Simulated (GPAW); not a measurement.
A run of GPAW 26.7.0:

run.py

```python
from ase import Atoms
from ase.dft.bandgap import bandgap
from ase.io import write
from ase.units import GPa
from gpaw import GPAW, PW

atoms = Atoms(['O', 'O'],
              cell=[[2.8514028533, -1.66241594, 0.0],
                    [2.8514028533, 1.66241594, 0.0],
                    [-2.3944914034, 0.0, 3.6470501824]],
              scaled_positions=[[0.975987, 0.978139, 0.839217],
                                [0.006325, 0.045059, 0.166337]],
              pbc=True)

calc = GPAW(mode=PW(800),
            xc='PBE',
            kpts={'size': (10, 10, 7), 'gamma': True},
            occupations={'name': 'fermi-dirac', 'width': 0.05},
            nbands=14,
            convergence={'density': 1e-05, 'energy': 1e-05},
            maxiter=150,
            txt='gpaw.txt')
atoms.calc = calc
energy = atoms.get_potential_energy()
forces = atoms.get_forces()
stress = atoms.get_stress()
calc.write('gs.gpw')
write('result.traj', atoms)
print(f'Energy: {energy:.6f} eV')
print('Forces (eV/A):')
print(forces.round(4))
print('Stress (GPa):', (stress / GPa).round(3))
print('Fermi level:', round(calc.get_fermi_level(), 4), 'eV')
print(f'Gap: {bandgap(calc)[0]:.4f} eV, direct: {bandgap(calc, direct=True)[0]:.4f} eV')
```

Potentials or basis: GPAW PAW data sets (gpaw-data 1.2.1), pw.

The run is started by

```bash
$ OMP_NUM_THREADS=1 python run.py
```

Hardware: 1 thread of Arm Neoverse V1, on a shared host.

Question: Estimate the wall time of this run.

Answer: It took 3.2 min on 1 thread of Arm Neoverse V1, on a shared host, peak memory 0.39 GiB. Counts: scf iterations 11, plane waves 1792, bands 14, k points 352.
